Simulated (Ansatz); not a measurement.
# BaTiO3: the cost of one run

All numbers below are computed with Ansatz 0.2.0 (DFT PBE, plane waves, PAW, scalar-relativistic, no spin polarisation).

## Step 1: The system as given

The cell holds 30 atoms (Ba6O18Ti6): a = 5.657 Å, b = 6.957 Å, c = 20.968 Å, α = 90.00°, β = 90.00°, γ = 90.00°.

As a file:

```xyz
30
Lattice="5.6573 0.0000 0.0000 0.0000 6.9567 0.0000 0.0000 0.0000 20.9678" Properties=species:S:1:pos:R:3 pbc="T T T"
Ba    0.0000    0.0000    1.0000
Ti    2.8286    1.0648    2.6331
O     4.2181    0.0851    3.4353
O     2.8286    0.0851    1.0287
O     1.4392    0.0851    3.4353
Ba    0.0000    2.3189    4.2662
Ti    0.0000    3.3837    1.0000
O     1.3894    2.4040    1.8022
O     2.8286    2.4040    4.2950
O     4.2679    2.4040    1.8022
Ba    2.8286    4.6378    2.6331
Ti    0.0000    5.7026    4.2662
O     1.3894    4.7229    5.0684
O     0.0000    4.7229    2.6619
O     4.2679    4.7229    5.0684
Ba    2.8286    0.0000    5.8994
Ti    0.0000    1.0648    7.5325
O     1.3894    0.0851    8.3347
O     0.0000    0.0851    5.9281
O     4.2679    0.0851    8.3347
Ba    2.8286    2.3189    9.1656
Ti    2.8286    3.3837    5.8994
O     4.2181    2.4040    6.7016
O     0.0000    2.4040    9.1943
O     1.4392    2.4040    6.7016
Ba    0.0000    4.6378    7.5325
Ti    2.8286    5.7026    9.1656
O     4.2181    4.7229    9.9678
O     2.8286    4.7229    7.5612
O     1.4392    4.7229    9.9678
```

## Step 2: Preparing the start

Contents of input.yaml:

```yaml
accuracy: low
crystal:
  lattice:
    - [5.657297, 0.0, 0.0]
    - [0.0, 6.956699, 0.0]
    - [0.0, 0.0, 20.967794]
  atoms:
    - { symbol: Ba, position: [0.0, 0.0, 0.0476922] }
    - { symbol: Ti, position: [0.5, 0.1530667, 0.1255793] }
    - { symbol: O, position: [0.7456, 0.0122333, 0.1638375] }
    - { symbol: O, position: [0.5, 0.0122333, 0.049063] }
    - { symbol: O, position: [0.2544, 0.0122333, 0.1638375] }
    - { symbol: Ba, position: [0.0, 0.3333333, 0.2034664] }
    - { symbol: Ti, position: [0.0, 0.4864, 0.0476922] }
    - { symbol: O, position: [0.2456, 0.3455667, 0.0859503] }
    - { symbol: O, position: [0.5, 0.3455667, 0.2048372] }
    - { symbol: O, position: [0.7544, 0.3455667, 0.0859503] }
    - { symbol: Ba, position: [0.5, 0.6666667, 0.1255793] }
    - { symbol: Ti, position: [0.0, 0.8197333, 0.2034664] }
    - { symbol: O, position: [0.2456, 0.6789, 0.2417246] }
    - { symbol: O, position: [0.0, 0.6789, 0.1269501] }
    - { symbol: O, position: [0.7544, 0.6789, 0.2417246] }
    - { symbol: Ba, position: [0.5, 0.0, 0.2813535] }
    - { symbol: Ti, position: [0.0, 0.1530667, 0.3592407] }
    - { symbol: O, position: [0.2456, 0.0122333, 0.3974988] }
    - { symbol: O, position: [0.0, 0.0122333, 0.2827243] }
    - { symbol: O, position: [0.7544, 0.0122333, 0.3974988] }
    - { symbol: Ba, position: [0.5, 0.3333333, 0.4371278] }
    - { symbol: Ti, position: [0.5, 0.4864, 0.2813535] }
    - { symbol: O, position: [0.7456, 0.3455667, 0.3196117] }
    - { symbol: O, position: [0.0, 0.3455667, 0.4384986] }
    - { symbol: O, position: [0.2544, 0.3455667, 0.3196117] }
    - { symbol: Ba, position: [0.0, 0.6666667, 0.3592407] }
    - { symbol: Ti, position: [0.5, 0.8197333, 0.4371278] }
    - { symbol: O, position: [0.7456, 0.6789, 0.4753859] }
    - { symbol: O, position: [0.5, 0.6789, 0.3606115] }
    - { symbol: O, position: [0.2544, 0.6789, 0.4753859] }
basis:
  ecutwfc: 420.0
kpoints:
  mp_grid: { grid: [2, 2, 1] }
hamiltonian:
  xc: pbe
scf:
  occupations: { method: fermi_dirac, width: 0.05 }
  lower_state_search: "off"
relax:
  f_tol: 0.08
  max_steps: 25
  adjacent_minimum: "off"
  constraints: [{ sites: [0, 3, 6, 7, 9] }]
output:
  write_density: true
  write_potential: true
  elf: true
  volumetric_format: npy
```

Command:

```bash
ansatz run input.yaml --threads 4 --pin off --max-ram 10240MiB --backend cpu --events-out ev --progress --plain --runs-dir out
```

What time and memory should one allow on 4 threads of AMD EPYC 9R45 (Zen 5), shared host?

About 37 s, with a peak of 2.7 GiB.
